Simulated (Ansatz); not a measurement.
CsI:
```
CsI
1.0
    4.66643     0.00000     0.00000
    0.00000     4.66643     0.00000
    0.00000     0.00000     4.66643
Cs I
1 1
Direct
  0.00000   0.00000   0.00000
  0.50000   0.50000   0.50000
```

Relaxed with PBE. Special points in fractions of this cell's reciprocal vectors: Γ (0.000, 0.000, 0.000); X (0.000, 0.500, 0.000); M (0.500, 0.500, 0.000); R (0.500, 0.500, 0.500).

Task: List the band energies nearest the valence-band maximum at these points for PBE with spin–orbit coupling (plane waves, PAW; program Ansatz).

Result: In eV from the valence-band maximum; about four levels below and three above (degenerate sets whole), none deeper than 8.9 eV; points with the same levels are listed once.

| k | below | above |
|---|---|---|
| Γ | 0.00 0.00 0.00 0.00 | 3.46 3.46 4.05 4.05 4.05 4.05 |
| X | -0.64 -0.64 -0.14 -0.14 | 4.99 4.99 5.99 5.99 |
| M | -0.82 -0.82 -0.10 -0.10 | 4.03 4.03 4.67 4.67 |
| R | -1.15 -1.15 -1.15 -1.15 | 6.47 6.47 6.88 6.88 6.88 6.88 |

Space group Pm-3m (CsCl type). The cell was relaxed with PBE under the symmetry of its start.

Potentials: the later of the program's two PAW sets.
